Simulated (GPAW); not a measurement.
The system is GaN.

```xyz
2
Lattice="0.0000 2.2535 2.2535 2.2535 0.0000 2.2535 2.2535 2.2535 0.0000" Properties=species:S:1:pos:R:3 pbc="T T T"
Ga    0.0000    0.0000    0.0000
N     3.3803    3.3803    3.3803
```

The cell is a database's computed one.

Base run:

| Quantity | Value |
| --- | --- |
| Program | GPAW 26.7.0 |
| Functional | SOGGA |
| Potentials or basis | PAW data sets generated in the run's folder for this functional |
| Cutoff | 800 eV |
| Basis | pw |
| k mesh | 10 × 10 × 10 |
| Occupations | fermi-dirac, width 0.05 eV |
| Spin | spin-orbit coupling, no magnetisation |

Its results: band gap on the k mesh 1.78 eV, direct; pressure 6.4 GPa.

Problem. The run is repeated on the same cell with these changes: functional from SOGGA to BLYP; spin axis theta (degrees) from 90 to 0. What comes out?

Solution. Band gap on the k mesh 1.96 eV, direct; pressure 17.1 GPa.

Caveats: spin-orbit coupling was added after a scalar SCF, so levels and gaps hold it while energy, forces, pressure and moments don't; this program's spin-orbit splittings come out too wide for heavy elements; so large a pressure means that the cell lies far from this level's equilibrium, or that cutoff or potentials fall short (some runs).

Not every run made on this cell is shown here.
